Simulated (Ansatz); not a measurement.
# Ga2O3: the band gap up the ladder of functionals

One table from this session's results is given with a row withheld; the runs are named, their logs left out.

The runs shown are made with Ansatz 0.2.0. PAW datasets, plane waves. (Simulation; spin polarisation is off.)

**The system as given**

The cell was relaxed beforehand with r2SCAN.

Space group C2/m (No. 12), monoclinic; a = 12.255 Å, b = 3.039 Å, c = 5.808 Å, β = 103.8° in the conventional setting, 10.50 Å³ an atom. Near Ga stand 4 O at 1.83–1.87 Å; near Ga stand 6 O at 1.94–2.08 Å; near O stand 3 Ga at 1.83–1.94 Å; near O stand 4 Ga at 1.87–2.08 Å; near O stand 3 Ga at 1.84–1.94 Å.

As a file:

Space group C2/m (No. 12). a = 12.255 Å, b = 3.039 Å, c = 5.808 Å, α = 90.00°, β = 103.81°, γ = 90.00°
```csv
atom,site,symmetry,x,y,z
Ga,4i,m,0.0905,0.0000,0.7948
Ga,4i,m,0.1587,0.5000,0.3144
O,4i,m,0.1642,0.0000,0.1091
O,4i,m,0.1733,0.0000,0.5635
O,4i,m,0.4963,0.0000,0.2563
```

Set-up of the first run:

Input file input.yaml:

```yaml
crystal:
  lattice:
    - [6.1273162769, -1.5195702949, 0.0024226248]
    - [6.1273162769, 1.5195702949, 0.0024226248]
    - [-1.38836309, 0.0, 5.6399861766]
  atoms:
    - { symbol: Ga, position: [0.0905077042, 0.0905077042, 0.7947690574] }
    - { symbol: Ga, position: [0.9094922958, 0.9094922958, 0.2052309426] }
    - { symbol: Ga, position: [0.6587425296, 0.6587425296, 0.3144411419] }
    - { symbol: Ga, position: [0.3412574704, 0.3412574704, 0.6855588581] }
    - { symbol: O, position: [0.1642078127, 0.1642078127, 0.1091294885] }
    - { symbol: O, position: [0.8357921873, 0.8357921873, 0.8908705115] }
    - { symbol: O, position: [0.1733453343, 0.1733453343, 0.5635363168] }
    - { symbol: O, position: [0.8266546657, 0.8266546657, 0.4364636832] }
    - { symbol: O, position: [0.4962966924, 0.4962966924, 0.2562516319] }
    - { symbol: O, position: [0.5037033076, 0.5037033076, 0.7437483681] }
kpoints:
  mp_grid: { grid: [8, 8, 4] }
  band_path:
    path:
      - [[0.0, 0.0, 0.0], [-0.2663044743085, 0.2663044743085, 1.896468952556e-18]]
      - [[-0.7336955256915, -0.2663044743085, 3.317603771263e-17], [-0.5, -0.5, 1.550628948228e-17], [0.0, 0.0, 0.0], [-0.5, -0.5, 0.5], [-0.7419048163375, -0.2580951836625, 0.5]]
      - [[-0.2580951836625, 0.2580951836625, 0.5], [-6.861804297723e-21, -6.861804297723e-21, 0.5], [0.0, 0.0, 0.0]]
      - [[-0.5, -3.481859278397e-17, 0.5], [0.0, 0.0, 0.0], [-0.5, 7.053498365049e-18, 1.658801885631e-17]]
    npoints: 10
hamiltonian:
  xc: pbe
scf:
  occupations: { method: fermi_dirac, width: 0.02 }
  n_extra_bands: 6
output:
  forces: true
  stress: true
  eigenvalues: true
```

Launch:

```bash
$ ansatz run input.yaml --threads 4 --pin off --max-ram 7372MiB --backend cpu --events-out ev --progress --plain --runs-dir out
```

Among the steps run: PBE band path; r2SCAN at the same geometry; HSE06 at the same geometry; PBE+SOC; PBE0 at the same geometry; Single point with LDA; Single point with DDH-PBE0; Single point with Hartree-Fock.

One of the session's tables, all rows but one given; the rest of the session is left out.

```
       level  gap (eV)
         PBE      2.37
      r2SCAN      3.02
       HSE06      4.18
     PBE+SOC      2.37
        PBE0      4.90
         LDA      2.26
    DDH-PBE0         ?
Hartree-Fock     13.37
```

Estimate the missing values for DDH-PBE0.

As computed: gap (eV): 4.84. In the column «gap (eV)» it lies between HSE06 (4.18) and PBE0 (4.90).

Meshes: PBE 8×8×4, r2SCAN 8×8×4, HSE06 6×6×4, PBE+SOC 8×8×4, PBE0 6×6×4, LDA 8×8×4, DDH-PBE0 6×6×4, Hartree-Fock 6×6×4

What this shows: The gap runs from 2.26 eV (LDA) to 13.37 eV (Hartree-Fock). PBE reaches 57 % of the HSE06 value, and r2SCAN 72 %. PBE0 lies 0.72 eV above HSE06, which differs from it by screening the long-range exchange. The levels disagree on whether the gap is direct.

Caveats from the session: Warnings in the runs' records: stress scf threshold loose, stress exchange threshold loose.
